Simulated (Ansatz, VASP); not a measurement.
## Two plane-wave programs on Pd

File POSCAR:

```
Pd
1.0
    0.0000000000      1.9567730079      1.9567730079
    1.9567730079      0.0000000000      1.9567730079
    1.9567730079      1.9567730079      0.0000000000
Pd
1
Direct
    0.0000000000      0.0000000000      0.0000000000
```

Contents of INCAR.step1:

```
PREC     = Accurate       # precision mode
ENCUT    = 520            # plane-wave cutoff, eV
ISMEAR   = 1              # smearing method
SIGMA    = 0.3            # smearing width, eV
LREAL    = F              # projectors in reciprocal space
LASPH    = T              # aspherical terms in the spheres
NELM     = 150            # most SCF steps
ISPIN    = 2              # spin polarisation
MAGMOM   = 0.436          # initial moments
LMAXMIX  = 4              # l up to which the mixer works
NBANDS   = 15             # bands
GGA      = PE             # functional
ALGO     = Normal         # electronic algorithm
EDIFF    = 1E-4           # SCF threshold, eV
LWAVE    = T              # write WAVECAR
LCHARG   = F              # write CHGCAR
```

Contents of INCAR.step2:

```
PREC     = Accurate       # precision mode
ENCUT    = 520            # plane-wave cutoff, eV
EDIFF    = 1E-7           # SCF threshold, eV
ISMEAR   = 1              # smearing method
SIGMA    = 0.3            # smearing width, eV
LREAL    = F              # projectors in reciprocal space
LASPH    = T              # aspherical terms in the spheres
NELM     = 150            # most SCF steps
ALGO     = Normal         # electronic algorithm
ISIF     = 2              # what is computed and relaxed
LWAVE    = F              # write WAVECAR
LCHARG   = F              # write CHGCAR
ISPIN    = 2              # spin polarisation
MAGMOM   = 0.436          # initial moments
LORBIT   = 11             # projections on sites
LMAXMIX  = 4              # l up to which the mixer works
METAGGA  = R2SCAN         # meta-GGA
LMIXTAU  = T            
NBANDS   = 15             # bands
ISTART   = 1
```

KPOINTS

```
Automatic mesh
0
Gamma
  14 14 14
```

Input for Ansatz:

```yaml
crystal:
  lattice:
    - [0.0, 1.9567730079, 1.9567730079]
    - [1.9567730079, 0.0, 1.9567730079]
    - [1.9567730079, 1.9567730079, 0.0]
  atoms:
    - { symbol: Pd, position: [0.0, 0.0, 0.0], spin: 0.436 }
hamiltonian:
  xc: r2scan
  pseudopotentials:
    kind: paw
    azcp:
      Pd: "pseudopotentials/Pd.paw.azcp"
basis:
  ecutwfc: 500
  fft_grid_basis: typed
kpoints:
  mp_grid: { grid: [14, 14, 14], shift: [0, 0, 0] }
magnetization:
  spin_polarized: true
scf:
  occupations: { method: methfessel_paxton, width: 0.3 }
  lower_state_search: "off"
output:
  stress: true
  write_density: true
  write_potential: true
  elf: true
  volumetric_format: npy
```

Alike in both runs: task single point; functional r2SCAN; k mesh 14 × 14 × 14; occupations methfessel-paxton of order 1, width 0.3 eV; collinear spin.

```csv
,VASP,Ansatz
version,VASP 6.6.1,Ansatz 0.2.0
potentials or method,"VASP PAW PBE potentials, release 64 (Pd)","plane waves (500 eV) with PAW, scalar-relativistic"
plane-wave cutoff (eV),520,500
valence electrons in the cell,10,18
```

Ansatz gave:

| Property | Result |
| --- | --- |
| pressure (GPa) | 0.0 |
| net moment per atom (μB) | 0.49 |
| size of the moment on the site where the two differ most (μB) | 0.51 |

**Question.** Estimate VASP's values.

**Answer.** Pressure (GPa): 0.7; net moment per atom (μB): 0.49; size of the moment on the site where the two differ most (μB): 0.50.

Site moments also hang on the region over which each program counts them. The two sets of potentials don't hold the same shells in valence. Ansatz warned: «stability_check_not_made».

Caveats: the PAW data sets were made with another functional, which shifts forces and pressure a little (VASP).
